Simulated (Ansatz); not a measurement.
A run on phenol, C₆H₆O with other settings.

```yaml
crystal:
  periodic: [false, false, false]
  atoms:
    - {symbol: O, position_ang: [0.043114, -2.135355, 1.276348]}
    - {symbol: C, position_ang: [0.028017, -0.971778, 0.579054]}
    - {symbol: C, position_ang: [1.234114, -0.518146, 0.058410]}
    - {symbol: C, position_ang: [1.267485, 0.664132, -0.660110]}
    - {symbol: C, position_ang: [0.110341, 1.403222, -0.867457]}
    - {symbol: C, position_ang: [-1.088380, 0.944222, -0.345075]}
    - {symbol: C, position_ang: [-1.135247, -0.238802, 0.376658]}
    - {symbol: H, position_ang: [-0.847029, -2.334547, 1.579076]}
    - {symbol: H, position_ang: [2.130567, -1.102662, 0.226229]}
    - {symbol: H, position_ang: [2.211675, 1.012222, -1.063539]}
    - {symbol: H, position_ang: [0.143890, 2.327623, -1.430823]}
    - {symbol: H, position_ang: [-2.000831, 1.509337, -0.497936]}
    - {symbol: H, position_ang: [-2.077417, -0.594369, 0.784065]}
basis:
  gaussian: {orbitals: def2-mTZVPP, point_charges: [{charge: -1.00, position_ang: [4.879, -0.488, -0.734]}]}
hamiltonian: {xc: {name: PBE-QIDH}}
```

```sh
$ ansatz run in.yaml --threads 2 --pin off --events-out ev --progress --plain --max-ram 32768MiB --backend cpu
```

It prints (some lines left out):

```
Functional definition: PBE-QIDH
1556 factors; integrals over basis functions are off by at most 1.2e-3 eV
mean field evaluation 1: about -8341.2592 eV, gradient 4.8e1 eV
mean field evaluation 2: about -8341.2708 eV, gradient 4.8e1 eV
mean field evaluation 4: about -8346.4427 eV, gradient 3.4e0 eV
mean field evaluation 8: about -8346.4726 eV, gradient 2.4e-1 eV
mean field evaluation 16: about -8346.4727 eV, gradient 8.5e-5 eV
mean field -8346.47274436 eV, -306.7272159127 hartree, gradient 1.1e-6 eV, S^2 0.000000; 0 other end points of the search recorded, 0 dependent functions left out
7 core orbitals not correlated: weight in the atoms' cores, before any rotation towards them, 1.000 or more for the frozen orbitals, at most 0.000 for the correlated occupied ones
reference -8346.47275541 eV, -306.7272163188 hartree; 18, 18 occupied and 143, 143 virtual orbitals, 1556 factors
second order -31.50474994 eV of doubles, -0.00000000 eV of singles
Total energy: -8356.97433872 eV, -307.1131423874 hartree
```

Hardware: 2 threads of an AMD EPYC 7R13 on a shared host. Wall time 6.5 s, peak host memory 0.58 GiB.
